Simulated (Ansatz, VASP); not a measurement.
This is a calculation of Mn3Sn for VASP 6.6.1.

Contents of INCAR:

```
SYSTEM = Mn3Sn
  PREC = Accurate
  ENCUT = 520
  EDIFF = 1E-7
  ISMEAR = -1
  SIGMA = 0.05
  LREAL = .FALSE.
  LASPH = .TRUE.
  NELM = 100
  ALGO = Normal
  ISIF = 2
  LWAVE = .FALSE.
  LCHARG = .FALSE.
  ISPIN = 2
  MAGMOM = 0 4 4 4
  LORBIT = 11
  LMAXMIX = 4
  GGA = PE
  NBANDS = 38
```

File KPOINTS:

```
regular mesh
0
G
  8 8 8
  0 0 0
```

File POSCAR:

```
Mn3Sn
1.0
    0.0000000000      3.0604960000      3.0604960000
    3.0604960000      0.0000000000      3.0604960000
    3.0604960000      3.0604960000      0.0000000000
Sn Mn
1 3
Direct
    0.0000000000      0.0000000000      0.0000000000
    0.5000000000      0.5000000000      0.5000000000
    0.2500000000      0.2500000000      0.2500000000
    0.7500000000      0.7500000000      0.7500000000
```

Potentials or basis: VASP PAW PBE potentials, release 64 (Sn_d, Mn_pv).

The run is started by

```sh
$ cat potpaw_PBE.64/Sn_d/POTCAR potpaw_PBE.64/Mn_pv/POTCAR > POTCAR
$ mpirun -np 1 vasp_std > vasp.out
```

Translate it to Ansatz 0.2.0. Potentials there: Ansatz PAW.

As run (the cutoff follows the program's own potentials):

Contents of input.yaml:

```yaml
crystal:
  lattice:
    - [0.0, 3.060496, 3.060496]
    - [3.060496, 0.0, 3.060496]
    - [3.060496, 3.060496, 0.0]
  atoms:
    - { symbol: Sn, position: [0.0, 0.0, 0.0] }
    - { symbol: Mn, position: [0.5, 0.5, 0.5], spin: 4.0 }
    - { symbol: Mn, position: [0.25, 0.25, 0.25], spin: 4.0 }
    - { symbol: Mn, position: [0.75, 0.75, 0.75], spin: 4.0 }
hamiltonian:
  xc: pbe
  pseudopotentials: { kind: paw }
magnetization:
  spin_polarized: true
kpoints:
  mp_grid: { grid: [8, 8, 8] }
scf:
  occupations: { method: fermi_dirac, width: 0.05 }
output:
  forces: true
  stress: true
  eigenvalues: true
```

Potentials or basis: Ansatz PAW.

Run with:

```sh
$ ansatz run input.yaml --threads 2 --pin off --max-ram 5120MiB --backend cpu --events-out ev --progress --plain --runs-dir out
```

Both were run:

|  | VASP | Ansatz | Ansatz less VASP |
| --- | --- | --- | --- |
| gap on the k mesh at the Fermi level (eV) | none | none | - |
| pressure (GPa) | 0.8 | 0.7 | -0.10 |
| net moment per atom (μB) | 1.78 | 1.77 | -0.006 |
| size of the moment on the site where the two differ most (μB) | 0.12 | 0.06 | -0.054 |

Site moments also hang on the region over which each program counts them. A gap of «none» marks a metal or a gap that the smearing closes. The two sets of potentials don't hold the same shells in valence.
